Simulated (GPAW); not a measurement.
AgCl (Chlorargyrite):

```
CELL_PARAMETERS angstrom
0.00000 2.73500 2.73500
2.73500 0.00000 2.73500
2.73500 2.73500 0.00000
ATOMIC_POSITIONS crystal
Ag 0.00000 0.00000 0.00000
Cl 0.50000 0.50000 0.50000
```

| Item | Value |
| --- | --- |
| Program | GPAW 26.7.0 |
| Task | relaxation of cell and atoms |
| Functional | PBEsol |
| Dispersion | D3(BJ) |
| Potentials or basis | PAW data sets generated in the run's folder for this functional |
| Cutoff | 600 eV |
| Basis | pw |
| k mesh | 8 × 8 × 8 |
| Occupations | fermi-dirac, width 0.05 eV |
| Spin | no spin polarisation |

At the start: pressure -2.9 GPa; volume 20.46 Å³/atom.

Question: Where does the relaxation end?

Answer: Over 4 steps the energy falls by 9.1 meV/atom and the volume is 19.44 Å³/atom (-5.0 %); space group Fm-3m (No. 225, to 0.05 Å).

Step by step:
| step | energy change (eV) | largest force (eV/Å) | pressure (GPa) | volume (Å³) |
| --- | --- | --- | --- | --- |
| 1 | 0.0000 | 0.0000 | -2.89 | 40.92 |
| 2 | -0.0052 | 0.0000 | -2.49 | 40.59 |
| 3 | -0.0179 | 0.0000 | 0.25 | 38.73 |
| 4 | -0.0182 | 0.0000 | -0.02 | 38.89 |

Final structure:
```
Ag Cl
1.0
     0.00000    2.68907    2.68907
     2.68907    0.00000    2.68907
     2.68907    2.68907    0.00000
Ag Cl
1 1
Cartesian
  0.0000 0.0000 0.0000
  2.6891 2.6891 2.6891
```

Caveat: later steps reuse the first step's grids.
